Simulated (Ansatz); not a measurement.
**RuS (zincblende): other levels of theory at one geometry**

One table from this session's results is given with a row withheld; the runs are named, their logs left out.

Computed with Ansatz 0.2.0 (DFT at several levels, plane waves, PAW, unless a step's input says otherwise).

2 further runs of the same task are left out: 2 set aside as unsound or not needed. Runs told in other sessions of the task aren't counted.

## The starting structure

Symmetry: F-43m, No. 216, cubic system. The conventional cell has a = 5.201 Å, b = 5.201 Å, c = 5.201 Å, α = 90.00°, β = 90.00°, γ = 90.00°. Ru (site symmetry -43m) is surrounded by 4 S at 2.25 Å. S (site symmetry -43m) is surrounded by 4 Ru at 2.25 Å.

As a file:

```
Ru S
1.0
     0.00000    2.60052    2.60052
     2.60052    0.00000    2.60052
     2.60052    2.60052    0.00000
Ru S
1 1
Direct
  0.00000 0.00000 0.00000
  0.25000 0.25000 0.25000
```

An earlier run at PBE left this cell at 17.587 Å³/atom and -0.01 GPa (10×10×10 mesh), metallic.

Levels to run: PBE+SOC; r²SCAN; PBEsol; LDA. Hardware: 2 threads of Arm Neoverse V2, shared host.

Set-up of the first run:

input.yaml

```yaml
crystal:
  lattice:
    - [0.0, 2.6005202394, 2.6005202394]
    - [2.6005202394, 0.0, 2.6005202394]
    - [2.6005202394, 2.6005202394, 0.0]
  atoms:
    - { symbol: Ru, position: [0.0, 0.0, 0.0] }
    - { symbol: S, position: [0.25, 0.25, 0.25] }
basis:
  ecutwfc: 420
  ecutrho_ratio: 4
kpoints:
  mp_grid: { grid: [10, 10, 10] }
hamiltonian:
  xc: pbe
scf:
  occupations: { method: gaussian, width: 0.05 }
output:
  forces: true
  stress: true
  eigenvalues: true
  populations: true
  dos: { projected: true, de: 0.02 }
  write_density: true
  write_potential: true
  elf: true
  volumetric_format: npy
magnetization:
  noncollinear: true
  spin_orbit: true
```

On the command line:

```bash
ansatz run input.yaml --threads 2 --pin off --max-ram 2662MiB --backend cpu --events-out ev --progress --plain --runs-dir out
```

Among the steps run: PBE+SOC; r²SCAN; PBEsol; LDA.

One table of the session follows, with a row left open; its other results are not shown here.

```
  level  pressure (GPa)
    PBE             0.0
    LDA               ?
 PBEsol            -5.7
PBE+SOC             0.1
 r²SCAN            -2.6
```

Estimate the missing values for LDA.

**Answer.** pressure (GPa): -8.7. In the column «pressure (GPa)» it is the lowest.

The pressure runs from -8.7 GPa (LDA) to 0.1 GPa (PBE+SOC); a negative pressure means that level wants a smaller cell, a positive one a larger cell. Total energies of different levels have different zeros and can't be compared.
